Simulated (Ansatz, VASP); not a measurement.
## Cu: VASP beside Ansatz

Contents of INCAR:

```
ALGO     = Normal         # electronic algorithm
EDIFF    = 1E-6           # SCF threshold, eV
ENCUT    = 520            # plane-wave cutoff, eV
GGA      = RE             # functional
ISIF     = 2              # what is computed and relaxed
ISMEAR   = -1             # smearing method
LASPH    = True           # aspherical terms in the spheres
LCHARG   = False          # write CHGCAR
LREAL    = False          # projectors in reciprocal space
LWAVE    = False          # write WAVECAR
NBANDS   = 18             # bands
NELM     = 100            # most SCF steps
PREC     = Accurate       # precision mode
SIGMA    = 0.1            # smearing width, eV
```

Contents of KPOINTS:

```
k-points
0
Gamma
  11 11 11
```

Contents of POSCAR:

```
Cu
1.0
    0.0000000000      2.6347946138      2.6347946138
    2.6347946138      0.0000000000      2.6347946138
    2.6347946138      2.6347946138      0.0000000000
Cu
2
Direct
    0.1250000000      0.1250000000      0.1250000000
    0.8750000000      0.8750000000      0.8750000000
```

Input for Ansatz:

```yaml
crystal:
  lattice:
    - [0.0, 2.6347946138, 2.6347946138]
    - [2.6347946138, 0.0, 2.6347946138]
    - [2.6347946138, 2.6347946138, 0.0]
  atoms:
    - { symbol: Cu, position: [0.125, 0.125, 0.125] }
    - { symbol: Cu, position: [0.875, 0.875, 0.875] }
hamiltonian:
  xc: revpbe
  pseudopotentials:
    kind: paw
    azcp:
      Cu: "pseudopotentials/Cu.paw.azcp"
basis:
  ecutwfc: 420
  fft_grid_basis: typed
kpoints:
  mp_grid: { grid: [11, 11, 11], shift: [0, 0, 0] }
magnetization:
  spin_polarized: false
scf:
  occupations: { method: fermi_dirac, width: 0.1 }
  lower_state_search: "off"
output:
  stress: true
```

Alike in both runs: task single point; functional revPBE; k mesh 11 × 11 × 11; occupations fermi-dirac, width 0.1 eV; no spin polarisation.

```csv
,VASP,Ansatz
version,VASP 6.6.1,Ansatz 0.2.0
potentials or method,"VASP PAW PBE potentials, release 64 (Cu)","plane waves (420 eV) with PAW, scalar-relativistic"
plane-wave cutoff (eV),520,420
valence electrons in the cell,22,38
```

|  | VASP | Ansatz | Ansatz less VASP |
| --- | --- | --- | --- |
| pressure (GPa) | 4.9 | 4.9 | -0.02 |

The two sets of potentials don't hold the same shells in valence.

Caveats: the PAW data sets were made with another functional, which shifts forces and pressure a little (VASP).
